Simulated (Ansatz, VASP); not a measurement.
**BN in VASP and in Ansatz**

INCAR

```
PREC = Accurate
ENCUT = 520
EDIFF = 1E-7
ISMEAR = 0
SIGMA = 0.05
LREAL = False
LASPH = True
NELM = 60
ALGO = Normal
ISIF = 2
LWAVE = False
LCHARG = False
GGA = PE
IVDW = 12
NBANDS = 11
```

The input KPOINTS:

```
regular mesh
0
Gamma
  12 12 12
```

The input POSCAR:

```
BN
1.0
    0.0000000000      3.3904563551      2.1985826086
    1.2140831370      0.0000000000      2.1985826086
    1.2140831370      3.3904563551      0.0000000000
B N
1 1
Direct
    0.0000486500      0.0000486500      0.9999513500
    0.6666513400      0.6666513400      0.3333486600
```

Input for Ansatz:

```yaml
crystal:
  lattice:
    - [0.0, 3.3904563551, 2.1985826086]
    - [1.214083137, 0.0, 2.1985826086]
    - [1.214083137, 3.3904563551, 0.0]
  atoms:
    - { symbol: B, position: [4.865e-05, 4.865e-05, 0.99995135] }
    - { symbol: "N", position: [0.66665134, 0.66665134, 0.33334866] }
basis:
  ecutwfc: 420
kpoints:
  mp_grid: { grid: [12, 12, 12] }
hamiltonian:
  xc: pbe
  dispersion: d3bj
scf:
  occupations: { method: gaussian, width: 0.05 }
output:
  forces: true
  stress: true
  eigenvalues: true
```

Change from the starting cell: strain -0.030 along x and y, +0.015 along z, atoms carried along.

Alike in both runs: task single point; functional PBE; dispersion D3(BJ); k mesh 12 × 12 × 12; occupations gaussian, width 0.05 eV; no spin polarisation.

|  | VASP | Ansatz |
| --- | --- | --- |
| version | VASP 6.6.1 | Ansatz 0.2.0 |
| potentials or method | VASP PAW PBE potentials, release 64 (B, N) | scalar-relativistic, plane waves, PAW |
| plane-wave cutoff (eV) | 520 | 420 |
| valence electrons in the cell | 8 | 8 |

|  | VASP | Ansatz | Ansatz less VASP |
| --- | --- | --- | --- |
| gap on the k mesh at the Fermi level (eV) | 3.56 | 3.57 | +0.008 |
| least direct gap on the mesh (eV) | 4.66 | 4.67 | +0.003 |
| pressure (GPa) | 7.2 | 7.1 | -0.07 |
| largest component of the traceless stress (GPa) | 21.32 | 21.16 | -0.156 |
| rms of the force components (eV/Å) | 0.338 | 0.337 | -0.0003 |

Atom by atom the forces differ by 0.000 eV/Å (rms over components).

A k mesh can miss the band edges.
